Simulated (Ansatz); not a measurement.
## ZnS: settings compared (Ansatz)

Run with:

```bash
ansatz run input.yaml --threads 1 --pin off --max-ram 2560MiB --backend cpu --events-out ev --progress --plain --runs-dir out
```

The input file (Ansatz 0.2.0, plane waves):

```yaml
crystal:
  lattice:
    - [1.937019, 3.355014, 0.0]
    - [-1.937019, 3.355014, 0.0]
    - [0.0, 0.0, 12.656138]
  atoms:
    - { symbol: Zn, position: [0.0, 0.0, 0.0] }
    - { symbol: Zn, position: [0.0, 0.0, 0.5] }
    - { symbol: Zn, position: [0.33333, 0.33334, 0.25] }
    - { symbol: Zn, position: [0.66666, 0.66667, 0.75] }
    - { symbol: S, position: [0.0, 0.0, 0.1875] }
    - { symbol: S, position: [0.0, 0.0, 0.6875] }
    - { symbol: S, position: [0.33333, 0.33334, 0.4375] }
    - { symbol: S, position: [0.66666, 0.66667, 0.9375] }
  symmetry: { tolerance: 0.0003 }
kpoints:
  mp_grid: { grid: [5, 5, 2], shift: [0, 0, 0] }
magnetization:
  spin_polarized: false
scf:
  occupations: { method: methfessel_paxton, width: 0.0493 }
hamiltonian:
  pseudopotentials: { kind: paw }
  xc: pbesol
basis:
  ecutwfc: 420
output:
  forces: true
  stress: true
  eigenvalues: true
  write_density: true
  write_potential: true
  elf: true
  volumetric_format: npy
```

Origin of the cell: a database entry, scaled a little.

Output of this run (shortened):

```
Warning: the atoms were moved onto the symmetric positions of the space group found under crystal.symmetry.tolerance 3.0e-4 (fractional; no operation is sought that the atoms, as they stand i […]
Pseudopotentials: kind: paw
Pseudopotential: Zn, paw, valence charge 12, recommended cutoff 420 eV (normal), Zn.paw.azcp
Pseudopotential: S, paw, valence charge 6, recommended cutoff 420 eV (normal), S.paw.azcp
Functional definition: PBEsol
  exchange = pbesol_x
  correlation = pbesol_c
Crystal: 8 atoms, lattice volume = 164.498 Å³
Basis set: ecut = 420 eV, 3235 PW (Γ), exchange–correlation on 54×54×180 points (8 copies of the dense FFT grid, shifted against one another)
Bands: 44, of which v1, the nominal top of the filled ones, is band 36 counted from 1 (35 counted from 0)
Symmetry: 12 space group operations
Space group: P63mc (ITA 186), of the structure as read, at distance tolerance 1.6e-3 Å
k-points: 10 of 50
[… 5 lines left out …]
Initial density: superposition of atomic densities (neutral atoms: chi_scale 0, normalization atom), corrected by the library's trained network
Functional: x = pbesol(κ = 0.804, μ = 0.123457), c = pbesol(β = 0.046)
SCF iter   1: F=—  HF=-16669.580032 eV  Δρ=5.10e-3  dr2=5.35e-2
SCF iter   2: F=—  HF=-16669.567362 eV  S|Δr|=    0.00e0  Δρ=1.93e-3  dr2=1.09e-2  defer=10
SCF iter   3: F=—  HF=-16669.565364 eV  S|Δr|=    0.00e0  Δρ=1.36e-3  dr2=2.13e-3  defer=10
SCF iter   4: F=—  HF=-16669.564542 eV  S|Δr|=    0.00e0  Δρ=3.85e-4  dr2=2.64e-4  defer=10
SCF iter   5: F=—  HF=-16669.564688 eV  S|Δr|=    0.00e0  Δρ=8.94e-5  dr2=1.99e-5  defer=10
SCF iter   6: F=—  HF=-16669.564666 eV  S|Δr|=    0.00e0  Δρ=3.75e-5  dr2=2.01e-6  defer=10
SCF iter   7: F=—  HF=-16669.564670 eV  S|Δr|=    0.00e0  Δρ=1.23e-5  dr2=1.79e-7  defer=10
SCF iter   8: F=—  HF=-16669.564670 eV  S|Δr|=    0.00e0  Δρ=9.56e-6  dr2=9.48e-8
SCF iter   9: F=-16669.564670 eV  HF=-16669.564670 eV  S|Δr|=    0.00e0  Δρ=3.31e-6  dr2=1.33e-8
SCF 1 converged in 9 iterations: F = -16669.564670 eV  dr2 = 1.33e-8
SCF converged after 9 iterations
Stability not checked: this state was not tested for a lower state beside it, because cold or Methfessel-Paxton smearing, or corrected tetrahedra, fill the levels in a way that the test cannot read (fill_not_monotonic; […]
Free energy (F): -16669.564670 eV
Harris-Foulkes:  -16669.564670 eV  (|F-HF|=7.62e-9)
Internal energy: -16669.564670 eV  (E = F + TS)
E sigma→0 (E₀):  -16669.564670 eV
Fermi energy:    6.087660 eV
--- Per-component energies (eV) ---
  E_band       = -17.168501
  E_kinetic    = 947.673433
  E_local      = -8281.238013  (includes V_loc(G=0)·N_el)
  E_nonlocal   = 2577.913104
  E_hartree    = 3452.060298
  E_xc         = -924.318275
  E_vxc        = -555.862524  (∫ρ·V_xc dr)
  E_paw        = -9503.408243  (= ΣΔE_a)
  E_vpaw       = -1609.776087  (= ΣTr[D̂ρ^β])
  E_aug_tail   = -0.001377  (compensation charges beyond the density's cutoff)
  E_ewald      = -4941.682812
  E_core_change = 3.437217  (= ΣΔE_core)
  E_smearing   = 0.000000  (= −TS)
  Σ components = -16669.564670   (vs F -16669.564670, Δ=0.00e0)
--- Forces (eV/Å), atoms counted from 1 ---
  atom   1  Zn    -0.000000    -0.000000     0.003397
[… 2 lines left out …]
  atom   4  Zn     0.000000     0.000000    -0.004697
  atom   5  S      0.000000     0.000000    -0.023889
  atom   6  S     -0.000000    -0.000000    -0.023889
  atom   7  S     -0.000000    -0.000000     0.025192
  atom   8  S      0.000000     0.000000     0.025192
  max |Σ_I F_I| component: 4.82e-6 eV/Å
--- Stress (GPa, compression-positive) ---
       -4.560323       0.000000      -0.000000
       -0.000000      -4.560323      -0.000000
       -0.000000      -0.000000      -4.527081
  P = ⅓ Tr σ = -4.5492 GPa (-45.492 kbar)
```

The same input was run again with these changes:

1. `basis.ecutwfc` 420 → "450 eV"; `scf.occupations.width` 0.0493 → default; `scf.occupations.method` methfessel_paxton → tetrahedron_uncorrected
2. `scf.occupations.method` methfessel_paxton → gaussian; `scf.occupations.width` 0.0493 → 0.01; `scf.algorithm` default → direct_min
3. `kpoints.mp_grid.grid` [5, 5, 2] → [8, 8, 3]; `scf.n_extra_bands` default → 2
4. `crystal.symmetry` { tolerance: 0.0003 } → { detect: false }

| run | end | SCF iterations | P (GPa) | max force component (eV/Å) | moment (μB) | ΔE(σ→0) (meV/atom) |
| --- | --- | --- | --- | --- | --- | --- |
| base | converged | 9 | -4.55 | 0.025 | – | 0 |
| 1 | converged | 7 | -4.55 | 0.025 | – | -0.60 |
| 2 | converged | 7 | -4.55 | 0.025 | – | 0.00 |
| 3 | converged | 9 | -4.58 | 0.029 | – | -2.93 |
| 4 | converged | 9 | -4.55 | 0.025 | – | 0.00 |

Energies are compared only where functional, datasets, charge and starting cell are the same.

The base run took 9.3 s on 1 thread of Arm Neoverse V2 (shared host), peak memory 0.37 GiB, from the program's own first density.
